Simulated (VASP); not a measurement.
# Ni (Fm-3m) in VASP: settings compared, part 2 of 2

VASP 6.6.1. The steps go on from the part before.

**3. Relaxation of cell and atoms, LDA, collinear spin, ferromagnetic start**

This run uses another cell than the first one, of 10.02 Å³/atom, 0.916 times its volume.

Input file INCAR:

```
PREC = Accurate
ENCUT = 600
EDIFF = 1E-7
ISMEAR = 1
SIGMA = 0.1
LREAL = F
LASPH = T
NELM = 150
ALGO = Normal
ISIF = 3
LWAVE = F
LCHARG = F
ISPIN = 2
MAGMOM = 2
LORBIT = 11
LMAXMIX = 4
GGA = CA
IBRION = 2
NSW = 90
EDIFFG = -0.005
AMIX = 0.2
BMIX = 1E-4
AMIX_MAG = 0.8
BMIX_MAG = 1E-4
```

Input file KPOINTS:

```
Automatic mesh
0
Gamma
  18 18 18
```

Input file POSCAR:

```
Ni                                      
1.0
    0.0000000000      1.7110766121      1.7110766121
    1.7110766121     -0.0000000000      1.7110766121
    1.7110766121      1.7110766121      0.0000000000
  Ni            
     1
Direct
     1.0000000000000000    1.0000000000000000    0.0000000000000000
```

Potentials or basis: VASP PAW LDA potentials, release 64 (Ni).

On the command line:

```console
$ cat potpaw_LDA.64/Ni/POTCAR > POTCAR
$ mpirun -np 1 vasp_std > vasp.out
```

Run time: 28 s. Hardware: 1 thread of Intel Xeon Platinum 8488C (Sapphire Rapids), shared host; peak memory 0.15 GiB.

The run converged. Its results:

| Property | Result |
| --- | --- |
| Free energy | -6.5805 eV |
| Pressure after relaxing | 0.0 GPa |
| Band gap on the k mesh | none (metal or under the smearing width) |
| Net moment | 0.60 μB per cell |
| Site moments | Ni +0.60 μB |
| Valence electrons inside the program's atomic spheres | Ni 9.48 |

Final structure:
```
CELL_PARAMETERS angstrom
0.00000 1.71108 1.71108
1.71108 0.00000 1.71108
1.71108 1.71108 0.00000
ATOMIC_POSITIONS crystal
Ni 0.00000 0.00000 0.00000
```

Levels at points of the mesh, in eV from the Fermi level:
Spin up:
| k point | band 2 | band 3 | band 4 | band 5 | band 6 | band 7 | band 8 | band 9 |
| --- | --- | --- | --- | --- | --- | --- | --- | --- |
| (0.00, 0.00, 0.00) | -2.58 | -2.58 | -2.58 | -1.27 | -1.27 | 24.47 | 28.89 | 28.89 |
| (0.50, 0.00, 0.00) | -2.58 | -2.58 | -0.49 | -0.49 | -0.41 | 6.33 | 22.95 | 26.02 |
| (0.50, 0.50, 0.00) | -4.59 | -0.46 | -0.32 | -0.32 | 2.51 | 10.04 | 15.55 | 15.55 |
Spin down:
```tsv
k point	band 1	band 2	band 3	band 4	band 5	band 6	band 7	band 8	band 9	band 10
(0.00, 0.00, 0.00)	-9.52	-1.96	-1.96	-1.96	-0.71	-0.71	24.46	28.94	28.94	28.94
(0.50, 0.00, 0.00)	-4.89	-2.04	-2.04	-0.37	0.16	0.16	6.72	22.94	26.15	26.15
(0.50, 0.50, 0.00)	-4.78	-4.08	0.13	0.39	0.39	2.57	10.33	15.63	15.63	21.13
```

Caveat: the relaxation stopped at its first step, so nothing moved.

**4. Relaxation of cell and atoms, r2SCAN, collinear spin, ferromagnetic start**

Input file INCAR:

```
PREC = Accurate ; ENCUT = 600
EDIFF = 1E-6 ; ISMEAR = 1
SIGMA = 0.1 ; LREAL = False
LASPH = True ; NELM = 150
ALGO = Normal ; ISIF = 3
LWAVE = False ; LCHARG = False
ISPIN = 2 ; MAGMOM = 2
LORBIT = 11 ; LMAXMIX = 4
METAGGA = R2SCAN ; LMIXTAU = True
IBRION = 2 ; NSW = 90
EDIFFG = -0.01 ; AMIX = 0.2
BMIX = 1E-4 ; AMIX_MAG = 0.8
BMIX_MAG = 1E-4
```

KPOINTS is that of step 3.

Input file POSCAR:

```
Ni
1.0
    0.0000000000      1.7619350000      1.7619350000
    1.7619350000      0.0000000000      1.7619350000
    1.7619350000      1.7619350000      0.0000000000
Ni
1
Direct
    0.0000000000      0.0000000000      0.0000000000
```

Potentials or basis: VASP PAW PBE potentials, release 64 (Ni).

On the command line:

```console
$ cat potpaw_PBE.64/Ni/POTCAR > POTCAR
$ mpirun -np 1 vasp_std > vasp.out
```

Wall time 9.8 min (1 thread of Intel Xeon Platinum 8175M at 2.50GHz (Skylake/Cascade Lake), shared host); peak memory 0.18 GiB.

Results (log left out):

```yaml
Free_energy: -11.9444 eV
Relaxed_volume: 10.53 Å³/atom
Relaxed_cell: a = 2.460 Å, b = 2.460 Å, c = 2.460 Å, α = 60.00°, β = 60.00°, γ = 60.00°
Space_group_after_relaxing_to_0.05_Å: Fm-3m (No. 225)
Energy_gained_by_relaxing: 9.7 meV/atom
Ionic_steps: 3
Pressure_after_relaxing: 0.0 GPa
Band_gap_on_the_k_mesh: none (metal or under the smearing width)
Net_moment: 0.74 μB per cell
Site_moments: Ni +0.76 μB
Valence_electrons_inside_the_program's_atomic_spheres: Ni 9.40
```

Step by step:
| step | energy change (eV) | largest force (eV/Å) | pressure (GPa) | volume (Å³) |
| --- | --- | --- | --- | --- |
| 1 | 0.0000 | 0.0000 | -7.35 | 10.94 |
| 2 | -0.0004 | 0.0000 | 8.83 | 10.16 |
| 3 | -0.0097 | 0.0000 | 0.04 | 10.53 |

Final structure:
```xyz
1
Lattice="0.0000 1.7397 1.7397 1.7397 0.0000 1.7397 1.7397 1.7397 0.0000" Properties=species:S:1:pos:R:3 pbc="T T T"
Ni    0.0000    0.0000    0.0000
```

Levels at points of the mesh, in eV from the Fermi level:
Spin up:
| k point | band 2 | band 3 | band 4 | band 5 | band 6 | band 7 | band 8 | band 9 |
| --- | --- | --- | --- | --- | --- | --- | --- | --- |
| (0.00, 0.00, 0.00) | -3.06 | -3.06 | -3.06 | -1.71 | -1.71 | 24.82 | 29.23 | 29.23 |
| (0.50, 0.00, 0.00) | -2.98 | -2.98 | -1.08 | -1.08 | -0.48 | 5.86 | 23.24 | 26.22 |
| (0.50, 0.50, 0.00) | -4.91 | -1.00 | -1.00 | -0.96 | 2.50 | 9.63 | 15.72 | 15.72 |
Spin down:
| k point | band 1 | band 2 | band 3 | band 4 | band 5 | band 6 | band 7 | band 8 |
| --- | --- | --- | --- | --- | --- | --- | --- | --- |
| (0.00, 0.00, 0.00) | -9.91 | -1.69 | -1.69 | -1.69 | -0.94 | -0.94 | 24.56 | 29.34 |
| (0.50, 0.00, 0.00) | -4.80 | -2.04 | -2.04 | -0.70 | 0.19 | 0.19 | 6.58 | 23.13 |
| (0.50, 0.50, 0.00) | -4.86 | -3.85 | -0.16 | 0.57 | 0.57 | 2.24 | 9.98 | 15.78 |

Caveat: the PAW data sets were made with another functional, which shifts forces and pressure a little.

**5. Relaxation of cell and atoms, r2SCAN, collinear spin, ferromagnetic start**

This run uses another cell than the first one, of 10.53 Å³/atom, 0.963 times its volume.

Changes to INCAR since step 4:

```diff
@@ -1,3 +1,3 @@
 PREC = Accurate ; ENCUT = 600
-EDIFF = 1E-6 ; ISMEAR = 1
+EDIFF = 1E-7 ; ISMEAR = 1
 SIGMA = 0.1 ; LREAL = False
@@ -10,3 +10,3 @@
 IBRION = 2 ; NSW = 90
-EDIFFG = -0.01 ; AMIX = 0.2
+EDIFFG = -0.005 ; AMIX = 0.2
 BMIX = 1E-4 ; AMIX_MAG = 0.8
```

KPOINTS is that of step 4.

Input file POSCAR:

```
Ni                                      
1.0
   -0.0000000000      1.7397327188      1.7397327188
    1.7397327188      0.0000000000      1.7397327188
    1.7397327188      1.7397327188     -0.0000000000
  Ni            
     1
Direct
     0.0000000000000000    0.0000000000000000    0.0000000000000000
```

Potentials or basis: VASP PAW PBE potentials, release 64 (Ni).

On the command line:

```console
$ cat potpaw_PBE.64/Ni/POTCAR > POTCAR
$ mpirun -np 1 vasp_std > vasp.out
```

OUTCAR:

```text
PREC = Accurate
   ENCUT = 600
   EDIFF = 1E-7
   ISMEAR = 1
   LREAL = False
   LASPH = True
   NELM = 150
   ISIF = 3
   ISPIN = 2
   LORBIT = 11
   METAGGA = R2SCAN
   IBRION = 2
   NSW = 90
   EDIFFG = -0.005
   AMIX = 0.2
   AMIX_MAG = 0.8

 ion  position               nearest neighbor table
   1  0.000  0.000  0.000-

  LATTYP: Found a face centered cubic cell.
[... 839 lines left out ...]
  --------------------------------------------------------------------------------------
  -------------------------------------------------------------------------------------
  Total        0.0031524      0.0031524      0.0031524      0.0000000      0.0000000     -0.0000000
  in kB        0.4796017      0.4796017      0.4796017      0.0000000      0.0000000     -0.0000000
  external PRESSURE =       0.4796017 kB  Pullay stress =       0.0000000 kB

 VOLUME and BASIS-vectors are now :
 -----------------------------------------------------------------------------
  energy-cutoff  :      600.00
  volume of cell :       10.53
      direct lattice vectors                 reciprocal lattice vectors
     0.000000000  1.739732719  1.739732719    -0.287400469  0.287400469  0.287400469
     1.739732719  0.000000000  1.739732719     0.287400469 -0.287400469  0.287400469
     1.739732719  1.739732719  0.000000000     0.287400469  0.287400469 -0.287400469

 POSITION                                       TOTAL-FORCE (eV/Angst)
 -----------------------------------------------------------------------------------
      0.00000      0.00000      0.00000         0.000000      0.000000      0.000000
 -----------------------------------------------------------------------------------
    total drift:                                0.000000      0.000000      0.000000

  FREE ENERGIE OF THE ION-ELECTRON SYSTEM (eV)
  ---------------------------------------------------
  free  energy   TOTEN  =       -11.9439347893 eV

  energy  without entropy=      -11.9442951207  energy(sigma->0) =      -11.94405490

 reached required accuracy - stopping structural energy minimisation

 total charge

# of ion       s       p       d       tot
------------------------------------------
    1        0.529   0.549   8.326   9.405

 magnetization (x)

# of ion       s       p       d       tot
------------------------------------------
    1       -0.010  -0.044   0.814   0.760
```

OSZICAR:

```text
N       E                     dE             d eps       ncg     rms          rms(c)
DAV:   1     0.233051800819E+02    0.23305E+02   -0.57284E+03  7944   0.159E+03
DAV:   2    -0.130522098081E+02   -0.36357E+02   -0.34286E+02  7906   0.188E+02
DAV:   3    -0.139748564321E+02   -0.92265E+00   -0.91609E+00  8792   0.371E+01
[... 10 lines left out ...]
DAV:  14    -0.119439327538E+02   -0.59032E-07   -0.38977E-05  8338   0.809E-02    0.775E-03
DAV:  15    -0.119439343135E+02   -0.15597E-05   -0.36455E-06  8494   0.279E-02    0.204E-03
DAV:  16    -0.119439340947E+02    0.21877E-06   -0.50776E-07  8328   0.787E-03    0.107E-03
DAV:  17    -0.119439344356E+02   -0.34090E-06   -0.53633E-08  4576   0.252E-03    0.678E-04
DAV:  18    -0.119439347009E+02   -0.26528E-06   -0.30046E-08  3954   0.207E-03    0.220E-04
DAV:  19    -0.119439347893E+02   -0.88433E-07   -0.35502E-09  3948   0.764E-04
   1 F= -.11943935E+02 E0= -.11944055E+02  d E =-.119439E+02  mag=     0.7409
```

Run time: 5 min. Hardware: 1 thread of Intel Xeon Platinum 8175M at 2.50GHz (Skylake/Cascade Lake), shared host; peak memory 0.17 GiB.

What came out:

* Free energy: -11.9439 eV
* Pressure after relaxing: 0.0 GPa
* Band gap on the k mesh: none (metal or under the smearing width)
* Net moment: 0.74 μB per cell
* Site moments: Ni +0.76 μB
* Valence electrons inside the program's atomic spheres: Ni 9.40

Final structure:
```
CELL_PARAMETERS angstrom
0.00000 1.73973 1.73973
1.73973 0.00000 1.73973
1.73973 1.73973 0.00000
ATOMIC_POSITIONS crystal
Ni 0.00000 0.00000 0.00000
```

Caveat: the relaxation stopped at its first step, so nothing moved; the PAW data sets were made with another functional, which shifts forces and pressure a little.
